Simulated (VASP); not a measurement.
Write the native input for VASP 6.6.1 that does the following.

```
Task                   : band structure
Functional             : PBE
Potentials or basis    : VASP PAW PBE potentials, release 64 (N, B)
Cutoff                 : 520 eV
k mesh                 : 12 × 12 × 12
Occupations            : gaussian, width 0.02 eV
Spin                   : no spin polarisation
Further INCAR settings : ALGO = Fast; EDIFF = 1e-07
```

The structure of BN lies in POSCAR:

```
BN
1.0
    0.0000000000      3.4953158300      2.1660912400
    1.2516321000      0.0000000000      2.1660912400
    1.2516321000      3.4953158300      0.0000000000
N B
1 1
Direct
    0.6666513400      0.6666513400      0.3333486600
    0.0000486500      0.0000486500      0.9999513500
```

Measurements of this composition are mostly on another form, of space group No. 194.

One way to write it, as run:

INCAR

```
SYSTEM = BN
ALGO = Fast
EDIFF = 1E-7
ENCUT = 520
GGA = PE
ISIF = 2
ISMEAR = 0
LASPH = .True.
LCHARG = .False.
LREAL = .False.
LWAVE = .False.
NELM = 100
PREC = Accurate
SIGMA = 0.02
```

KPOINTS

```
k-points
0
Gamma
  12 12 12
  0 0 0
```

KPOINTS_OPT

```
path GYTZGXA1Y,TX1,XAZ,LG
20
line-mode
reciprocal
 0.0000000000  0.0000000000  0.0000000000  G
-0.5000000000 -0.5000000000  0.0000000000  Y

-0.5000000000 -0.5000000000  0.0000000000  Y
-1.0000000000 -0.5000000000 -0.5000000000  T

-1.0000000000 -0.5000000000 -0.5000000000  T
-0.5000000000  0.0000000000 -0.5000000000  Z

-0.5000000000  0.0000000000 -0.5000000000  Z
 0.0000000000  0.0000000000  0.0000000000  G

 0.0000000000  0.0000000000  0.0000000000  G
 0.0000000000 -0.3655286517 -0.3655286517  X

 0.0000000000 -0.3655286517 -0.3655286517  X
-0.5000000000 -0.6985850042 -0.1985850042  A1

-0.5000000000 -0.6985850042 -0.1985850042  A1
-0.5000000000 -0.5000000000  0.0000000000  Y

-1.0000000000 -0.5000000000 -0.5000000000  T
-1.0000000000 -0.6344713483 -0.6344713483  X1

 0.0000000000 -0.3655286517 -0.3655286517  X
-0.5000000000 -0.3014149958 -0.8014149958  A

-0.5000000000 -0.3014149958 -0.8014149958  A
-0.5000000000  0.0000000000 -0.5000000000  Z

-0.5000000000 -0.5000000000 -0.5000000000  L
 0.0000000000  0.0000000000  0.0000000000  G
```

Potentials or basis: VASP PAW PBE potentials, release 64 (N, B).

Launch:

```console
$ cat potpaw_PBE.64/N/POTCAR potpaw_PBE.64/B/POTCAR > POTCAR
$ mpirun -np 1 vasp_std > vasp.out
```

It gave:

```
Pressure                : 3.3 GPa
Largest force           : 0.010 eV/Å
Band gap on the k mesh  : 3.84 eV, indirect (least direct gap 4.55 eV)
Band gap along the path : 3.78 eV, indirect (least direct gap 4.55 eV)
```

Wall time 2.7 min on 1 thread of AMD EPYC 7571, with other jobs on the host, peak memory 0.16 GiB.
